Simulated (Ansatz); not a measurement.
input.yaml

```yaml
crystal:
  lattice:
    - [4.26, 0.0, 0.0]
    - [0.0, 4.26, 0.0]
    - [0.0, 0.0, 4.26]
  atoms:
    - { symbol: Cu, position: [0.25, 0.25, 0.25] }
    - { symbol: Cu, position: [0.25, 0.75, 0.75] }
    - { symbol: Cu, position: [0.75, 0.75, 0.25] }
    - { symbol: Cu, position: [0.75, 0.25, 0.75] }
    - { symbol: O, position: [0.0, 0.0, 0.0] }
    - { symbol: O, position: [0.5, 0.5, 0.5] }
basis:
  ecutwfc: 500
kpoints:
  mp_grid: { grid: [6, 6, 6] }
hamiltonian:
  xc: r2scan
scf:
  occupations: { method: gaussian, width: 0.02 }
output:
  forces: true
  stress: true
  eigenvalues: true
relax:
  adjacent_minimum: "off"
  f_tol: 0.005
  max_steps: 80
  cell: { stress_tol: 0.05 }
```

Command:
```bash
ansatz run input.yaml --threads 2 --pin off --max-ram 5120MiB --backend cpu --events-out ev --progress --plain --runs-dir out
```

All numbers below come from Ansatz 0.2.0, DFT r2SCAN, scalar-relativistic, plane waves, PAW.

Abridged output:

```
Pseudopotentials: kind: paw
Pseudopotential: Cu, paw, valence charge 19, recommended cutoff 500 eV (meta_gga)
Pseudopotential: O, paw, valence charge 6, recommended cutoff 500 eV (meta_gga)
Functional definition: r2SCAN
Crystal: 6 atoms, lattice volume = 77.309 Å³
Basis set: ecut = 500 eV, 1935 PW (Γ), exchange–correlation on 128×128×128 points (64 copies of the dense FFT grid, shifted against one another)
Bands: 53, of which v1, the nominal top of the filled ones, is band 44 counted from 1 (43 counted from 0)
Symmetry: 48 space group operations
Space group: Pn-3m (ITA 224), of the structure as read, at distance tolerance 4.3e-5 Å
k-points: 20 of 216
Initial density: superposition of atomic densities (neutral atoms: chi_scale 0, normalization atom), corrected by the library's trained network
Initial wavefunctions: pseudopotential atomic-orbital guess
Functional: x = r2scan, c = r2scan; τ floored in thin density (d = 2e-4 eV/Å³)
SCF iter   1: F=—  HF=-27659.898943 eV  |F-HF|=—  |Δ(HF+E_count)|=         —  Δρ=3.50e-2  dr2=5.61e-1  dr2_τ=1.16e-1  ethr=1.77e-3  ⟨swp⟩=6.2  Hψ=3587  notcnv=0
SCF iter   2: F=—  HF=-27659.895432 eV  |F-HF|=—  |Δ(HF+E_count)|=   3.51e-3  Δρ=1.79e-2  dr2=1.21e-1  dr2_τ=5.95e-3  ethr=6.37e-4  ⟨swp⟩=2.5  Hψ=1754  notcnv=0  defer=62
SCF iter   3: F=—  HF=-27659.843784 eV  |F-HF|=—  |Δ(HF+E_count)|=   5.16e-2  Δρ=7.63e-3  dr2=3.28e-2  dr2_τ=6.65e-4  ethr=1.38e-4  ⟨swp⟩=2.6  Hψ=1799  notcnv=0  defer=62
SCF iter   4: F=—  HF=-27659.837267 eV  |F-HF|=—  |Δ(HF+E_count)|=   6.52e-3  Δρ=1.40e-3  dr2=1.41e-3  dr2_τ=6.88e-5  ethr=3.73e-5  ⟨swp⟩=2.0  Hψ=1338  notcnv=0  defer=62
SCF iter   5: F=—  HF=-27659.837768 eV  |F-HF|=—  |Δ(HF+E_count)|=   5.01e-4  Δρ=9.46e-4  dr2=2.65e-4  dr2_τ=2.18e-5  ethr=1.60e-6  ⟨swp⟩=2.0  Hψ=1538  notcnv=0  defer=62
SCF iter   6: F=—  HF=-27659.837898 eV  |F-HF|=—  |Δ(HF+E_count)|=   1.29e-4  Δρ=1.53e-4  dr2=1.58e-5  dr2_τ=6.70e-7  ethr=3.01e-7  ⟨swp⟩=2.0  Hψ=1398  notcnv=0  defer=62
SCF iter   7: F=—  HF=-27659.837891 eV  |F-HF|=—  |Δ(HF+E_count)|=   7.26e-6  Δρ=4.35e-5  dr2=1.23e-6  dr2_τ=5.48e-8  ethr=1.80e-8  ⟨swp⟩=2.0  Hψ=1478  notcnv=0  defer=62
SCF iter   8: F=-27659.837891 eV  HF=-27659.837891 eV  |F-HF|=3.99e-8  |Δ(HF+E_count)|=   1.71e-7  Δρ=9.04e-6  dr2=8.29e-8  dr2_τ=3.48e-9  ethr=1.14e-10  ⟨swp⟩=7.4  Hψ=4490  notcnv=0
SCF 1 converged in 8 iterations: F = -27659.837891 eV  dr2 = 8.29e-8
relax step   1: F+E_penalty+E_count = -27659.83789082 eV  Δ(F+E_penalty+E_count) = +0.000e0 eV  max|allowed force component| = 3.469e-18 eV/Å  Δτ_max = 0.0000 Å  P = -1.235 GPa  Ω = 77.309 Å³  (8 SCF iters, dr2 threshold 1.00e-7 eV, accepted)
Crystal: 6 atoms, lattice volume = 76.946 Å³
Initial density: handed on by an earlier stage of this run
Initial wavefunctions: those handed on with the density
SCF iter   1: F=—  HF=-27659.838905 eV  |F-HF|=—  |Δ(HF+E_count)|=         —  Δρ=1.28e-3  dr2=7.35e-4  dr2_τ=1.22e-3  ethr=8.02e-7  ⟨swp⟩=2.6  Hψ=4078  notcnv=0
SCF iter   2: F=—  HF=-27659.840441 eV  |F-HF|=—  |Δ(HF+E_count)|=   1.54e-3  Δρ=9.52e-4  dr2=3.46e-4  dr2_τ=5.66e-6  ethr=8.02e-7  ⟨swp⟩=2.0  Hψ=2096  notcnv=0
SCF iter   3: F=—  HF=-27659.840325 eV  |F-HF|=—  |Δ(HF+E_count)|=   1.16e-4  Δρ=1.83e-4  dr2=1.85e-5  dr2_τ=9.66e-7  ethr=3.94e-7  ⟨swp⟩=2.0  Hψ=1477  notcnv=0
SCF iter   4: F=—  HF=-27659.840322 eV  |F-HF|=—  |Δ(HF+E_count)|=   2.27e-6  Δρ=7.21e-5  dr2=3.08e-6  dr2_τ=1.15e-6  ethr=2.10e-8  ⟨swp⟩=2.0  Hψ=1620  notcnv=0
SCF iter   5: F=—  HF=-27659.840323 eV  |F-HF|=—  |Δ(HF+E_count)|=   3.48e-7  Δρ=3.59e-5  dr2=7.01e-7  dr2_τ=2.33e-8  ethr=6.82e-10  ⟨swp⟩=5.1  Hψ=4220  notcnv=0
SCF iter   6: F=—  HF=-27659.840324 eV  |F-HF|=—  |Δ(HF+E_count)|=   1.19e-6  Δρ=4.52e-5  dr2=9.90e-7  dr2_τ=4.89e-8  ethr=6.82e-10  ⟨swp⟩=5.0  Hψ=4380  notcnv=0
SCF iter   7: F=-27659.840324 eV  HF=-27659.840324 eV  |F-HF|=1.59e-8  |Δ(HF+E_count)|=   1.92e-7  Δρ=6.01e-6  dr2=2.38e-8  dr2_τ=1.21e-9  ethr=6.82e-10  ⟨swp⟩=2.4  Hψ=3574  notcnv=0
SCF 2 converged in 7 iterations: F = -27659.840324 eV  dr2 = 2.38e-8
relax step   2: F+E_penalty+E_count = -27659.84032362 eV  Δ(F+E_penalty+E_count) = -2.433e-3 eV  max|allowed force component| = 1.349e-17 eV/Å  Δτ_max = 0.0000 Å  P = -0.656 GPa  Ω = 76.946 Å³  energy of the carried Pulay correction = +2.879e-4 eV  (7 SCF iters, dr2 threshold 6.00e-7 eV, accepted)
Crystal: 6 atoms, lattice volume = 76.539 Å³
SCF iter   1: F=—  HF=-27659.839660 eV  |F-HF|=—  |Δ(HF+E_count)|=         —  Δρ=1.45e-3  dr2=9.42e-4  dr2_τ=1.56e-3  ethr=1.02e-6  ⟨swp⟩=2.5  Hψ=4051  notcnv=0
SCF iter   2: F=—  HF=-27659.841617 eV  |F-HF|=—  |Δ(HF+E_count)|=   1.96e-3  Δρ=1.07e-3  dr2=4.35e-4  dr2_τ=7.22e-6  ethr=1.02e-6  ⟨swp⟩=2.0  Hψ=2097  notcnv=0
SCF iter   3: F=—  HF=-27659.841471 eV  |F-HF|=—  |Δ(HF+E_count)|=   1.46e-4  Δρ=2.08e-4  dr2=2.38e-5  dr2_τ=1.24e-6  ethr=4.95e-7  ⟨swp⟩=2.0  Hψ=1501  notcnv=0
SCF iter   4: F=—  HF=-27659.841468 eV  |F-HF|=—  |Δ(HF+E_count)|=   2.80e-6  Δρ=8.18e-5  dr2=4.05e-6  dr2_τ=1.47e-6  ethr=2.70e-8  ⟨swp⟩=2.0  Hψ=1620  notcnv=0
SCF iter   5: F=—  HF=-27659.841469 eV  |F-HF|=—  |Δ(HF+E_count)|=   4.40e-7  Δρ=4.11e-5  dr2=9.25e-7  dr2_τ=3.01e-8  ethr=4.61e-9  ⟨swp⟩=2.0  Hψ=1319  notcnv=0
SCF iter   6: F=—  HF=-27659.841470 eV  |F-HF|=—  |Δ(HF+E_count)|=   1.57e-6  Δρ=5.18e-5  dr2=1.29e-6  dr2_τ=6.51e-8  ethr=6.82e-10  ⟨swp⟩=5.1  Hψ=4447  notcnv=0
SCF iter   7: F=-27659.841470 eV  HF=-27659.841470 eV  |F-HF|=2.22e-8  |Δ(HF+E_count)|=   2.48e-7  Δρ=7.15e-6  dr2=3.24e-8  dr2_τ=1.59e-9  ethr=6.82e-10  ⟨swp⟩=2.3  Hψ=3572  notcnv=0
SCF 3 converged in 7 iterations: F = -27659.841470 eV  dr2 = 3.24e-8
relax step   3: F+E_penalty+E_count = -27659.84146990 eV  Δ(F+E_penalty+E_count) = -1.146e-3 eV  max|allowed force component| = 1.234e-17 eV/Å  Δτ_max = 0.0000 Å  P = +0.012 GPa  Ω = 76.539 Å³  energy of the carried Pulay correction = +6.123e-4 eV  (7 SCF iters, dr2 threshold 6.00e-7 eV, accepted)
Initial wavefunctions: pseudopotential atomic-orbital guess (no wavefunctions were taken with the density)
SCF iter   1: F=—  HF=-27659.840893 eV  |F-HF|=—  |Δ(HF+E_count)|=         —  Δρ=2.60e-5  dr2=1.21e-7  dr2_τ=2.50e-7  ethr=8.67e-8  ⟨swp⟩=3.0  Hψ=6280  notcnv=0
SCF iter   2: F=—  HF=-27659.840887 eV  |F-HF|=—  |Δ(HF+E_count)|=   5.55e-6  Δρ=3.60e-5  dr2=5.03e-7  dr2_τ=2.10e-8  ethr=1.38e-10  ⟨swp⟩=2.0  Hψ=1941  notcnv=0
SCF iter   3: F=—  HF=-27659.840888 eV  |F-HF|=—  |Δ(HF+E_count)|=   2.96e-8  Δρ=1.10e-5  dr2=3.29e-8  dr2_τ=9.07e-9  ethr=1.38e-10  ⟨swp⟩=2.0  Hψ=1940  notcnv=0
SCF iter   4: F=—  HF=-27659.840887 eV  |F-HF|=—  |Δ(HF+E_count)|=   4.01e-8  Δρ=1.59e-6  dr2=1.10e-9  dr2_τ=5.98e-10  ethr=3.74e-11  ⟨swp⟩=2.0  Hψ=1936  notcnv=0
SCF iter   5: F=—  HF=-27659.840887 eV  |F-HF|=—  |Δ(HF+E_count)|=   3.61e-9  Δρ=1.31e-6  dr2=4.43e-10  dr2_τ=4.92e-11  ethr=1.25e-12  ⟨swp⟩=2.0  Hψ=1933  notcnv=0
SCF iter   6: F=-27659.840887 eV  HF=-27659.840887 eV  |F-HF|=0.00e0  |Δ(HF+E_count)|=   1.10e-9  Δρ=3.77e-7  dr2=5.95e-11  dr2_τ=8.56e-12  ethr=1.00e-12  ⟨swp⟩=3.1  Hψ=4325  notcnv=0
SCF 4 converged in 6 iterations: F = -27659.840887 eV  dr2 = 5.95e-11
SCF converged after 6 iterations
Free energy (F): -27659.840887 eV
Harris-Foulkes:  -27659.840887 eV  (|F-HF|=0.00e0)
Internal energy: -27659.840887 eV  (E = F + TS)
E sigma→0 (E₀):  -27659.840887 eV
Fermi energy:    11.375948 eV
--- Per-component energies (eV) ---
  E_band       = -1929.693917
  E_kinetic    = 1547.027729
  E_local      = -19721.635490  (includes V_loc(G=0)·N_el)
  E_nonlocal   = 1699.116774
  E_hartree    = 8631.047222
  E_xc         = -474.566808
  E_vxc        = -697.531097  (∫ρ·V_xc dr)
  E_paw        = -7048.361458  (= ΣΔE_a)
  E_vpaw       = -2066.434459  (= ΣTr[D̂ρ^β])
  E_aug_tail   = 0.002542  (compensation charges beyond the density's cutoff)
  E_vtau       = 47.666759  (kinetic-family band-sum trace: ∫τ·v_τ [+ j·A + Jᵃ·Aᵃ] dr)
  E_ewald      = -12291.203085
  E_core_change = -1.268314  (= ΣΔE_core)
  E_smearing   =  0.000000  (= −TS)
--- Forces (eV/Å), atoms counted from 1 ---
  atom   1  Cu     0.00000000     0.00000000     0.00000000
  atom   2  Cu     0.00000000     0.00000000     0.00000000
  atom   3  Cu     0.00000000     0.00000000     0.00000000
  atom   4  Cu     0.00000000     0.00000000     0.00000000
  atom   5  O      0.00000000     0.00000000     0.00000000
  atom   6  O      0.00000000     0.00000000     0.00000000
--- Stress (GPa, compression-positive) ---
        0.009375       0.000000       0.000000
        0.000000       0.009375       0.000000
        0.000000       0.000000       0.009375
  P = ⅓ Tr σ = 0.0094 GPa (0.094 kbar)
--- Band table (eV; the first three rows and the last of 20) ---
  k-point 0: bands = ["-104.9232", "-104.9216", "-104.9216", "-104.9216", "-60.9119", "-60.8967", "-60.8967", "-60.8967", "-60.7092", "-60.7092", "-60.7013", "-60.7013", "-60.7013", "-60.6977", "-60.6977", "-60.6977", "-10.4536", "-9.7170", "3.4029", "3.4029", "3.4029", "5.8697", "5.8697", "5.8697", "6.0393", "7.8201", "7.8201", "7.9976", "7.9976", "7.9976", "8.8318", "8.8318", "8.9802", "8.9802", "8.9802", "9.0829", "9.0829", "9.0829", "9.3120", "9.3120", "9.3120", "10.9786", "10.9786", "10.9786", "11.7727", "12.4247", "12.4247", "19.4727", "19.4727", "19.4727", "20.7185", "20.7185", "20.7185"]
  k-point 1: bands = ["-104.9231", "-104.9217", "-104.9216", "-104.9216", "-60.9109", "-60.8977", "-60.8967", "-60.8967", "-60.7087", "-60.7084", "-60.7018", "-60.7011", "-60.7011", "-60.6984", "-60.6978", "-60.6978", "-10.4036", "-9.7654", "3.4754", "3.5086", "3.5086", "5.3248", "5.6111", "5.6111", "6.4515", "7.8712", "7.9815", "8.0027", "8.1805", "8.1805", "8.8208", "8.8519", "8.9235", "8.9971", "9.0100", "9.0100", "9.1552", "9.1552", "9.1760", "9.2848", "9.2848", "10.1189", "10.9111", "10.9111", "12.0160", "12.8624", "13.3369", "18.9708", "19.3289", "19.3289", "19.3555", "20.1350", "20.1350"]
  k-point 2: bands = ["-104.9228", "-104.9220", "-104.9216", "-104.9216", "-60.9081", "-60.9005", "-60.8966", "-60.8966", "-60.7072", "-60.7063", "-60.7033", "-60.7007", "-60.7007", "-60.7006", "-60.6983", "-60.6983", "-10.2674", "-9.8985", "3.7019", "3.7941", "3.7941", "4.6621", "5.0908", "5.0908", "6.9415", "7.9309", "8.0276", "8.2660", "8.4886", "8.4886", "8.6529", "8.7488", "8.7987", "8.9073", "8.9528", "8.9528", "9.0679", "9.1781", "9.2123", "9.2123", "9.4657", "9.4657", "10.7326", "10.7326", "12.6786", "13.9628", "13.9894", "17.3249", "19.0436", "19.0436", "19.1329", "19.3659", "19.3659"]
  k-point 19: bands = ["-104.9221", "-104.9220", "-104.9220", "-104.9220", "-60.9125", "-60.8966", "-60.8966", "-60.8966", "-60.7084", "-60.7084", "-60.7084", "-60.6981", "-60.6981", "-60.6980", "-60.6980", "-60.6980", "-10.2843", "-9.7919", "3.5101", "3.5101", "3.5101", "4.9957", "4.9957", "4.9957", "7.6556", "7.6556", "7.6556", "8.3173", "8.3173", "8.5601", "8.5601", "8.5601", "8.9387", "8.9387", "8.9387", "9.0966", "9.0966", "9.0966", "9.2588", "9.2588", "10.0547", "10.3729", "10.3729", "10.3729", "13.6769", "13.6769", "13.6769", "16.2581", "16.2581", "16.2581", "18.5801", "19.3068", "25.5555"]
--- Relaxed structure (3 steps of the walk, 3 accepted, 1 SCFs on fresh bases) ---
  F+E_penalty+E_count = -27659.84088747 eV   max|allowed force component| = 1.349e-17 eV/Å   (the final SCF, on the basis selected at the relaxed cell)
  cell:  # Å, volume = 76.5388 Å³
    - [4.24580926, 0.0, 0.0]
    - [0.0, 4.24580926, 0.0]
    - [0.0, 0.0, 4.24580926]
  atoms:
    - { symbol: Cu, position: [0.25, 0.25, 0.25] }
    - { symbol: Cu, position: [0.25, 0.74999999, 0.74999999] }
    - { symbol: Cu, position: [0.74999999, 0.74999999, 0.25] }
    - { symbol: Cu, position: [0.74999999, 0.25, 0.74999999] }
    - { symbol: O, position: [0.0, 0.0, 0.0] }
    - { symbol: O, position: [0.5, 0.5, 0.5] }
```

The relaxation met its thresholds.

Time: 43 s on 2 threads of Arm Neoverse N1, with other jobs on the host, peak memory 0.53 GiB.